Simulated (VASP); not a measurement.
# InAs (Fm-3m) in VASP: a series of runs

The runs below take InAs through electric field gradients, core levels, phonons, elastic constants, with LDA.

Everything below comes from runs of VASP 6.6.1. Logs are shortened: lines on timing, memory, paths and dates and some standing lists are left out, and cuts for length are marked.

**1. Starting point**

Symmetry: Fm-3m, No. 225, cubic system. The conventional cell has a = 5.755 Å, b = 5.755 Å, c = 5.755 Å, α = 90.00°, β = 90.00°, γ = 90.00°. In (site symmetry m-3m) is surrounded by 6 As at 2.88 Å. As (site symmetry m-3m) is surrounded by 6 In at 2.88 Å.

Measurements of this composition are mostly on another form, of space group No. 216.

**2. Electric field gradients, LDA**

Input file INCAR:

```
ALGO = Fast
EDIFF = 1E-8
ENCUT = 520
GGA = CA
ISIF = 2
ISMEAR = 0
LASPH = T
LCHARG = F
LEFG = T
LREAL = F
LWAVE = F
NELM = 100
PREC = Accurate
SIGMA = 0.02
```

Input file KPOINTS:

```
k-points
0
Gamma
  8 8 8
```

Input file POSCAR:

```
InAs
1.0
    0.0000000000      2.8773040000      2.8773040000
    2.8773040000      0.0000000000      2.8773040000
    2.8773040000      2.8773040000      0.0000000000
In As
1 1
Direct
    0.5000000000      0.5000000000      0.5000000000
    0.0000000000      0.0000000000      0.0000000000
```

Potentials or basis: VASP PAW LDA potentials, release 64 (In_d, As).

Command:

```sh
$ cat potpaw_LDA.64/In_d/POTCAR potpaw_LDA.64/As/POTCAR > POTCAR
$ mpirun -np 1 vasp_std > vasp.out
```

OUTCAR:

```text
EDIFF = 1E-8
   ENCUT = 520
   GGA = CA
   ISIF = 2
   ISMEAR = 0
   LASPH = T
   LREAL = F
   NELM = 100
   PREC = Accurate

 ion  position               nearest neighbor table
   1  0.500  0.500  0.500-   2 2.88   2 2.88   2 2.88   2 2.88   2 2.88   2 2.88
   2  0.000  0.000  0.000-   1 2.88   1 2.88   1 2.88   1 2.88   1 2.88   1 2.88

  LATTYP: Found a face centered cubic cell.
 ALAT       =     5.7546080000

  Lattice vectors:

 A1 = (   0.0000000000,   2.8773040000,   2.8773040000)
 A2 = (   2.8773040000,   0.0000000000,   2.8773040000)
 A3 = (   2.8773040000,   2.8773040000,   0.0000000000)

Analysis of symmetry for initial positions (statically):
=====================================================================
 Subroutine PRICEL returns:
 Original cell was already a primitive cell.

 Routine SETGRP: Setting up the symmetry group for a
 face centered cubic supercell.

 Subroutine GETGRP returns: Found 48 space group operations
 (whereof 48 operations were pure point group operations)
 out of a pool of 48 trial point group operations.

The static configuration has the point symmetry O_h .

Analysis of symmetry for dynamics (positions and initial velocities):
=====================================================================
 Subroutine PRICEL returns:
 Original cell was already a primitive cell.

 Routine SETGRP: Setting up the symmetry group for a
 face centered cubic supercell.

 Subroutine GETGRP returns: Found 48 space group operations
 (whereof 48 operations were pure point group operations)
 out of a pool of 48 trial point group operations.

The dynamic configuration has the point symmetry O_h .

 Subroutine INISYM returns: Found 48 space group operations
 (whereof 48 operations are pure point group operations),
 and found     1 'primitive' translations

----------------------------------------------------------------------------------------

                                     Primitive cell

  volume of cell :      47.6417

  direct lattice vectors                    reciprocal lattice vectors
     0.000000000  2.877304000  2.877304000    -0.173773783  0.173773783  0.173773783
     2.877304000  0.000000000  2.877304000     0.173773783 -0.173773783  0.173773783
     2.877304000  2.877304000  0.000000000     0.173773783  0.173773783 -0.173773783

  length of vectors
     4.069122340  4.069122340  4.069122340     0.300985021  0.300985021  0.300985021

  position of ions in fractional coordinates (direct lattice)
     0.500000000  0.500000000  0.500000000
     0.000000000  0.000000000  0.000000000

  ion indices of the primitive-cell ions
   primitive index   ion index
                 1           1
                 2           2

----------------------------------------------------------------------------------------

 KPOINTS: k-points

Automatic generation of k-mesh.
 Grid dimensions read from file:
 generate k-points for:    8    8    8

 Generating k-lattice:

  Cartesian coordinates                     Fractional coordinates (reciprocal lattice)
    -0.021721723  0.021721723  0.021721723     0.125000000  0.000000000  0.000000000
     0.021721723 -0.021721723  0.021721723     0.000000000  0.125000000  0.000000000
     0.021721723  0.021721723 -0.021721723     0.000000000  0.000000000  0.125000000

  Length of vectors
     0.037623128  0.037623128  0.037623128

  Shift w.r.t. Gamma in fractional coordinates (k-lattice)
     0.000000000  0.000000000  0.000000000

 Subroutine IBZKPT returns following result:
 ===========================================

 Found     29 irreducible k-points:

 Following reciprocal coordinates:
            Coordinates               Weight
  0.000000  0.000000  0.000000      1.000000
[... 33 lines left out ...]
   PREC   = accura    normal or accurate (medium, high low for compatibility)
   ISTART =      0    job   : 0-new  1-cont  2-samecut
   ICHARG =      2    charge: 1-file 2-atom 10-const
   ISPIN  =      1    spin polarized calculation?
   LNONCOLLINEAR =      F non collinear calculations
   LSORBIT =      F    spin-orbit coupling
   LASPH  =      T    aspherical Exc in radial PAW
   ENCUT  =  520.0 eV  38.22 Ry    6.18 a.u.   7.57  7.57  7.57*2*pi/ulx,y,z
   NELM   =    100;   NELMIN=  2; NELMDL= -5     # of ELM steps
   EDIFF  = 0.1E-07   stopping-criterion for ELM
   LREAL  =      F    real-space projection
   EDIFFG = 0.1E-06   stopping-criterion for IOM
   NSW    =      0    number of steps for IOM
   IBRION =     -1    ionic relax: 0-MD 1-quasi-New 2-CG
   NFREE  =      0    steps in history (QN), initial steepest desc. (CG)
   ISIF   =      2    stress and relaxation
   ISYM   =      2    0-nonsym 1-usesym 2-fastsym
   POTIM  = 0.5000    time-step for ionic-motion
   TEBEG  =    0.0;   TEEND  =   0.0 temperature during run
   PSTRESS=    0.0 pullay stress
   NELECT =      18.0000    total number of electrons
   NUPDOWN=      -1.0000    fix difference up-down
   EMIN   =  10.00;   EMAX   =-10.00  energy-range for DOS
   EFERMI =   0.00;   METHOD = LEGACY
   ISMEAR =     0;   SIGMA  =   0.02  broadening in eV -4-tet -1-fermi 0-gaus
   EFERMI_NEDOS =   21; number of points for ismear=-14 and -15
   IALGO  =     68    algorithm
   IMIX   =      4    mixing-type and parameters
     AMIX     =   0.40;   BMIX     =  1.00
     AMIX_MAG =   1.60;   BMIX_MAG =  1.00
  volume/ion in A,a.u.               =      23.82       160.75
  Fermi-wavevector in a.u.,A,eV,Ry     =   1.183505  2.236499 19.057448  1.400683
  Thomas-Fermi vector in A             =   2.319738
   LORBIT       =      0    0 simple, 1 ext, 2 COOP (PROOUT), +10 PAW based schemes
   GGA     = CA    functional components
   LHFCALC =     F    Hartree Fock is set to
   AEXX    =    0.0000 exact exchange contribution
   IVDW    =     0    specifies the selected vdW correction
   LEPSILON=     F    determine dielectric tensor
   LRPA    =     F    only Hartree local field effects (RPA)
 non-spin polarized calculation
 RMM-DIIS sequential band-by-band and
 Gauss-broadening in eV      SIGMA  =   0.02
  energy-cutoff  :      520.00
  volume of cell :       47.64
 maximum number of plane-waves:      1303
   NGX = 15   NGY = 15   NGZ = 15

 number of electron      18.0000002 magnetization

 Free energy of the ion-electron system (eV)
  ---------------------------------------------------
  ext. energy  EPLUGINS =         0.00000000
  ---------------------------------------------------
  free energy    TOTEN  =        -8.69953130 eV

  energy without entropy =       -8.69932800  energy(sigma->0) =       -8.69942965

 E-fermi :   5.7887     XC(G=0): -10.3370

 val. band max:        5.6872377491   @ k =  -0.2500   0.2500   0.0000
 cond. band min:       5.8082666590   @ k =  -0.3750   0.1250   0.0000
 fundamental gap:      0.1210289099
 Fermi energy:         5.7887072641

 k-point     1 :       0.0000    0.0000    0.0000
  band No.  band energies     occupation
      1      -8.4657      2.00000
      2      -8.4657      2.00000
      3      -8.4414      2.00000
      4      -8.4414      2.00000
      5      -8.4414      2.00000
      6      -6.3719      2.00000
      7       4.9293      2.00000
      8       5.5449      2.00000
      9       5.5449      2.00000
     10       5.5449      2.00000
     11      12.9844      0.00000
     12      12.9846      0.00000
     13      12.9933      0.00000
[... 354 lines left out ...]
  band No.  band energies     occupation
      1      -8.5907      2.00000
      2      -8.4933      2.00000
      3      -8.4312      2.00000
      4      -8.4083      2.00000
      5      -8.3790      2.00000
      6      -4.3073      2.00000
      7      -0.2594      2.00000
      8       3.4718      2.00000
      9       4.2411      2.00000
     10       7.7962      0.00000
     11       8.9706      0.00000
     12      11.5979      0.00000
     13      13.0158      0.00000

 [... further k-points ...]

------------------------ aborting loop because EDIFF is reached ----------------------------------------

  FORCE on cell =-STRESS in cart. coord.  units (eV):
  Direction    XX          YY          ZZ          XY          YZ          ZX
  --------------------------------------------------------------------------------------
  -------------------------------------------------------------------------------------
  Total       -1.4726988     -1.4726988     -1.4726988      0.0000000      0.0000000      0.0000000
  in kB      -49.5264574    -49.5264574    -49.5264574      0.0000000      0.0000000      0.0000000
  external PRESSURE =     -49.5264574 kB  Pullay stress =       0.0000000 kB

 VOLUME and BASIS-vectors are now :
 -----------------------------------------------------------------------------
  energy-cutoff  :      520.00
  volume of cell :       47.64
      direct lattice vectors                 reciprocal lattice vectors
     0.000000000  2.877304000  2.877304000    -0.173773783  0.173773783  0.173773783
     2.877304000  0.000000000  2.877304000     0.173773783 -0.173773783  0.173773783
     2.877304000  2.877304000  0.000000000     0.173773783  0.173773783 -0.173773783

 POSITION                                       TOTAL-FORCE (eV/Angst)
 -----------------------------------------------------------------------------------
      2.87730      2.87730      2.87730        -0.000000     -0.000000     -0.000000
      0.00000      0.00000      0.00000         0.000000      0.000000      0.000000
 -----------------------------------------------------------------------------------
    total drift:                                0.000000      0.000000      0.000000

  FREE ENERGIE OF THE ION-ELECTRON SYSTEM (eV)
  ---------------------------------------------------
  free  energy   TOTEN  =        -8.6995313050 eV

  energy  without entropy=       -8.6993279998  energy(sigma->0) =       -8.69942965

 Electric field gradients (V/A^2)
---------------------------------------------------------------------
 ion       V_xx      V_yy      V_zz      V_xy      V_xz      V_yz
---------------------------------------------------------------------
   1      -0.000     0.000     0.000    -0.002    -0.002    -0.002
   2      -0.000    -0.000    -0.000     0.000     0.000     0.000
---------------------------------------------------------------------

 Electric field gradients after diagonalization (V/A^2)
 (convention: |V_zz| > |V_xx| > |V_yy|)
----------------------------------------------------------------------
 ion       V_xx      V_yy      V_zz     asymmetry (V_yy - V_xx)/ V_zz
----------------------------------------------------------------------
   1       0.002     0.002    -0.004       0.000
   2      -0.000    -0.000     0.001       0.000
----------------------------------------------------------------------

           NMR quadrupolar parameters

 Cq : quadrupolar parameter    Cq=e*Q*V_zz/h
 eta: asymmetry parameters     (V_yy - V_xx)/ V_zz
 Q  : nuclear electric quadrupole moment in mb (millibarn)
----------------------------------------------------------------------
 ion       Cq(MHz)       eta       Q (mb)
----------------------------------------------------------------------
   1      -0.000       0.000       1.000
   2       0.000       0.000       1.000
----------------------------------------------------------------------
```

Wall time 29 s (1 thread of Intel Xeon Platinum 8488C (Sapphire Rapids), shared host); peak memory 0.15 GiB.

Results:

| Property | Result |
| --- | --- |
| Free energy | -8.6995 eV |
| Pressure | -5.0 GPa |
| Band gap on the k mesh | none (metal or under the smearing width) |

Electric field gradients, principal values (V/Å²):
```csv
atom,Vxx,Vyy,Vzz
1 In,0.002,0.002,-0.004
2 As,0.000,0.000,0.001
```

**3. Core levels, LDA**

Input file INCAR:

```
SYSTEM = InAs
ALGO = Normal ; EDIFF = 1E-7
ENCUT = 520 ; ICORELEVEL = 1
ISIF = 2 ; ISMEAR = 0
LASPH = .True. ; LCHARG = .False.
LREAL = .False. ; LWAVE = .False.
NELM = 100 ; PREC = Accurate
SIGMA = 0.02
```

Input file KPOINTS:

```
k-points
0
Gamma
  8 8 8
  0 0 0
```

POSCAR is that of step 2.

Potentials or basis: VASP PAW LDA potentials, release 64 (In_d, As).

Command:

```sh
$ cat potpaw_LDA.64/In_d/POTCAR potpaw_LDA.64/As/POTCAR > POTCAR
$ mpirun -np 1 vasp_std > vasp.out
```

OUTCAR:

```text
SYSTEM = InAs
   EDIFF = 1E-7
   ENCUT = 520
   ISIF = 2
   ISMEAR = 0
   LASPH = .True.
   LREAL = .False.
   NELM = 100
   PREC = Accurate

 ion  position               nearest neighbor table
   1  0.500  0.500  0.500-   2 2.88   2 2.88   2 2.88   2 2.88   2 2.88   2 2.88
   2  0.000  0.000  0.000-   1 2.88   1 2.88   1 2.88   1 2.88   1 2.88   1 2.88

  LATTYP: Found a face centered cubic cell.
 ALAT       =     5.7546080000

  Lattice vectors:

 A1 = (   0.0000000000,   2.8773040000,   2.8773040000)
 A2 = (   2.8773040000,   0.0000000000,   2.8773040000)
 A3 = (   2.8773040000,   2.8773040000,   0.0000000000)

Analysis of symmetry for initial positions (statically):
=====================================================================
 Subroutine PRICEL returns:
 Original cell was already a primitive cell.

 Routine SETGRP: Setting up the symmetry group for a
 face centered cubic supercell.

 Subroutine GETGRP returns: Found 48 space group operations
 (whereof 48 operations were pure point group operations)
 out of a pool of 48 trial point group operations.

The static configuration has the point symmetry O_h .

[... 180 lines left out ...]
      5      -8.4413      2.00000
      6      -6.3719      2.00000
      7       4.9293      2.00000
      8       5.5449      2.00000
      9       5.5449      2.00000
     10       5.5449      2.00000
     11      12.9844      0.00000
     12      12.9844      0.00000
     13      12.9846      0.00000
[... 258 lines left out ...]
  band No.  band energies     occupation
      1      -8.6869      2.00000
      2      -8.4736      2.00000
      3      -8.4370      2.00000
      4      -8.3738      2.00000
      5      -8.3738      2.00000
      6      -4.4353      2.00000
      7       1.3563      2.00000
      8       3.7677      2.00000
      9       3.7677      2.00000
     10       3.8122      2.00000
     11       9.9055      0.00000
     12      14.0870      0.00000
     13      14.1644      0.00000

------------------------ aborting loop because EDIFF is reached ----------------------------------------

  FORCE on cell =-STRESS in cart. coord.  units (eV):
  Direction    XX          YY          ZZ          XY          YZ          ZX
  --------------------------------------------------------------------------------------
  -------------------------------------------------------------------------------------
  Total       -1.4748177     -1.4748177     -1.4748177      0.0000000      0.0000000     -0.0000000
  in kB      -49.5977148    -49.5977148    -49.5977148      0.0000000      0.0000000     -0.0000000
  external PRESSURE =     -49.5977148 kB  Pullay stress =       0.0000000 kB

 VOLUME and BASIS-vectors are now :
 -----------------------------------------------------------------------------
  energy-cutoff  :      520.00
  volume of cell :       47.64
      direct lattice vectors                 reciprocal lattice vectors
     0.000000000  2.877304000  2.877304000    -0.173773783  0.173773783  0.173773783
     2.877304000  0.000000000  2.877304000     0.173773783 -0.173773783  0.173773783
     2.877304000  2.877304000  0.000000000     0.173773783  0.173773783 -0.173773783

 POSITION                                       TOTAL-FORCE (eV/Angst)
 -----------------------------------------------------------------------------------
      2.87730      2.87730      2.87730         0.000000     -0.000000      0.000000
      0.00000      0.00000      0.00000        -0.000000      0.000000     -0.000000
 -----------------------------------------------------------------------------------
    total drift:                                0.000000      0.000000      0.000000

  FREE ENERGIE OF THE ION-ELECTRON SYSTEM (eV)
  ---------------------------------------------------
  free  energy   TOTEN  =        -8.6995313083 eV

  energy  without entropy=       -8.6993280032  energy(sigma->0) =       -8.69942966
```

OSZICAR:

```text
N       E                     dE             d eps       ncg     rms          rms(c)
DAV:   1     0.102847742153E+03    0.10285E+03   -0.90871E+03   754   0.163E+03
DAV:   2    -0.175817523080E+01   -0.10461E+03   -0.10171E+03   784   0.328E+02
DAV:   3    -0.870300715610E+01   -0.69448E+01   -0.67797E+01   995   0.826E+01
DAV:   4    -0.887205343489E+01   -0.16905E+00   -0.16891E+00   835   0.136E+01
DAV:   5    -0.887836330209E+01   -0.63099E-02   -0.63096E-02  1087   0.256E+00    0.378E+00
DAV:   6    -0.870882613871E+01    0.16954E+00   -0.37951E-01  1027   0.115E+01    0.201E+00
DAV:   7    -0.870208362886E+01    0.67425E-02   -0.31323E-02   954   0.155E+00    0.728E-01
DAV:   8    -0.869969423742E+01    0.23894E-02   -0.14559E-03   900   0.461E-01    0.150E-01
DAV:   9    -0.869952893997E+01    0.16530E-03   -0.15453E-04   950   0.131E-01    0.760E-02
DAV:  10    -0.869953114284E+01   -0.22029E-05   -0.86733E-06  1055   0.399E-02    0.144E-02
DAV:  11    -0.869953130923E+01   -0.16639E-06   -0.33730E-07   881   0.774E-03    0.408E-03
DAV:  12    -0.869953130830E+01    0.92609E-09   -0.73672E-08   492   0.354E-03
   1 F= -.86995313E+01 E0= -.86994297E+01  d E =-.203305E-03
```

stdout:

```text
POSCAR found type information on POSCAR InAs
 POSCAR found :  2 types and       2 ions
 scaLAPACK will be used
 LDA part: xc-table for (Slater(with rela. corr.)+CA(PZ))
 , standard interpolation
 POSCAR, INCAR and KPOINTS ok, starting setup
 FFT: planning ... GRIDC
 FFT: planning ... GRID_SOFT
 FFT: planning ... GRID
 WAVECAR not read
 entering main loop
```

Wall time 16 s (1 thread of Intel Xeon Platinum 8488C (Sapphire Rapids), shared host); peak memory 0.15 GiB.

Results:

* Free energy: -8.6995 eV
* Pressure: -5.0 GPa
* Band gap on the k mesh: none (metal or under the smearing width)

Levels at points of the mesh, in eV from the Fermi level:
```tsv
k point	band 5	band 6	band 7	band 8	band 9	band 10	band 11	band 12	band 13
(0.00, 0.00, 0.00)	-14.23	-12.16	-0.86	-0.24	-0.24	-0.24	7.20	7.20	7.20
(0.50, 0.00, 0.00)	-14.17	-10.50	-6.58	0.16	0.16	2.02	3.19	3.19	4.27
(0.50, 0.50, 0.00)	-14.15	-9.62	-4.73	-3.08	-2.26	-2.26	3.87	9.02	9.02
```

Core levels (eV, on the scale of the bands):
```csv
atom,levels
1 In,"1s -27579.4, 2s -4126.0, 2p -3708.3, 3s -774.4, 3p -637.0, 3d -422.4, 4s -108.7, 4p -67.5"
2 As,"1s -11647.4, 2s -1468.8, 2p -1289.1, 3s -177.5, 3p -121.7, 3d -29.4"
```

(Continued in part 2 of 2.)
